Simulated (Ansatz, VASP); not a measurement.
Two plane-wave programs on BaTe

INCAR

```
  ALGO = Normal
  EDIFF = 1E-7
  ENCUT = 520
  GGA = PE
  ISIF = 2
  ISMEAR = -1
  LASPH = T
  LCHARG = F
  LREAL = F
  LWAVE = F
  NBANDS = 15
  NELM = 100
  PREC = Accurate
  SIGMA = 0.05
```

File KPOINTS:

```
k-points
0
Gamma
  6 6 6
```

File POSCAR:

```
BaTe
1.0
    4.2624660000      0.0000000000      0.0000000000
    0.0000000000      4.2624660000      0.0000000000
    0.0000000000      0.0000000000      4.2624660000
Ba Te
1 1
Direct
    0.0000000000      0.0000000000      0.0000000000
    0.5000000000      0.5000000000      0.5000000000
```

input.yaml

```yaml
crystal:
  lattice:
    - [4.262466, 0.0, 0.0]
    - [0.0, 4.262466, 0.0]
    - [0.0, 0.0, 4.262466]
  atoms:
    - { symbol: Ba, position: [0.0, 0.0, 0.0] }
    - { symbol: Te, position: [0.5, 0.5, 0.5] }
hamiltonian:
  xc: pbe
  pseudopotentials: { kind: paw }
kpoints:
  mp_grid: { grid: [6, 6, 6] }
scf:
  occupations: { method: fermi_dirac, width: 0.05 }
output:
  forces: true
  stress: true
  eigenvalues: true
```

The cell comes from a database or a generator and needn't be the stable form of this composition.

Alike in both runs: task single point; functional PBE; k mesh 6 × 6 × 6; occupations fermi-dirac, width 0.05 eV; no spin polarisation.

|  | VASP | Ansatz |
| --- | --- | --- |
| version | VASP 6.6.1 | Ansatz 0.2.0 |
| potentials or method | VASP PAW PBE potentials, release 64 (Ba_sv, Te) | Ansatz PAW |
| plane-wave cutoff (eV) | 520 | 420 |
| valence electrons in the cell | 16 | 26 |

Ansatz gave:

| Quantity | Value |
| --- | --- |
| gap on the k mesh at the Fermi level (eV) | 0.88 |
| least direct gap on the mesh (eV) | 1.08 |
| pressure (GPa) | -0.4 |

**Question.** Which values does VASP return?

**Answer.** gap on the k mesh at the Fermi level (eV): 0.78; least direct gap on the mesh (eV): 0.98; pressure (GPa): 0.1.

The functional is the same, so the differences come from potentials, cutoffs and numerics. The two sets of potentials don't hold the same shells in valence.

Caveats: spin-orbit coupling is left out, which moves the levels of the heavy elements. A k mesh can miss the band edges. A hybrid or GW would open this gap; PBE tends to underestimate it.
